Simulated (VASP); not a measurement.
**InP: relaxation of cell and atoms with PBE**

The system is InP.

```
In P
1.0
     0.00000    3.00051    3.00051
     3.00051    0.00000    3.00051
     3.00051    3.00051    0.00000
In P
1 1
Direct
  0.00000 0.00000 0.00000
  0.25000 0.25000 0.25000
```

- Program: VASP 6.6.1
- Task: relaxation of cell and atoms
- Functional: PBE
- Potentials or basis: VASP PAW PBE potentials, release 64 (In, P)
- Cutoff: 300 eV
- k mesh: 4 × 4 × 4
- Occupations: gaussian, width 0.03 eV
- Spin: no spin polarisation
- Further INCAR settings: ALGO = Normal; EDIFF = 1e-07; IBRION = 2; EDIFFG = -0.005; NSW = 90; ISIF = 3

* Pressure after relaxing: 0.0 GPa
* Band gap on the k mesh: 0.36 eV, direct

Final structure:
```cif
data_structure
_symmetry_space_group_name_H-M 'P 1'
_symmetry_Int_Tables_number 1
_cell_length_a 4.2434
_cell_length_b 4.2434
_cell_length_c 4.2434
_cell_angle_alpha 60.000
_cell_angle_beta 60.000
_cell_angle_gamma 60.000
_cell_volume 54.03
loop_
_atom_site_label
_atom_site_type_symbol
_atom_site_fract_x
_atom_site_fract_y
_atom_site_fract_z
_atom_site_occupancy
In1 In 0.00000 0.00000 0.00000 1
P1 P 0.25000 0.25000 0.25000 1
```

Levels at points of the mesh, in eV from the valence-band top:
```csv
k point,band 1,band 2,band 3,band 4,band 5,band 6,band 7,band 8
"(0.00, 0.00, 0.00)",-11.04,0.00,0.00,0.00,0.36,4.09,4.09,4.09
"(0.50, 0.00, 0.00)",-9.69,-5.36,-0.87,-0.87,1.35,4.80,4.80,6.93
"(0.50, 0.50, 0.00)",-9.13,-5.45,-2.09,-2.09,1.87,2.27,8.80,9.13
```

Run time: 2 s on 1 thread of Intel(R) Xeon(R) 6975P-C (Granite Rapids), with other jobs on the host, peak memory 0.13 GiB.

Caveat: the k mesh is coarse (spacing up to 0.45 Å⁻¹), so the values aren't converged; the cutoff is under 1.25 times the usual one of these potentials, so pressure, stress and relaxed cells hold a basis-set (Pulay) error; the relaxation stopped at its first step, so nothing moved; spin-orbit coupling is left out, which moves the levels of the heavy elements. As with any semilocal functional, this PBE gap is likely too small.
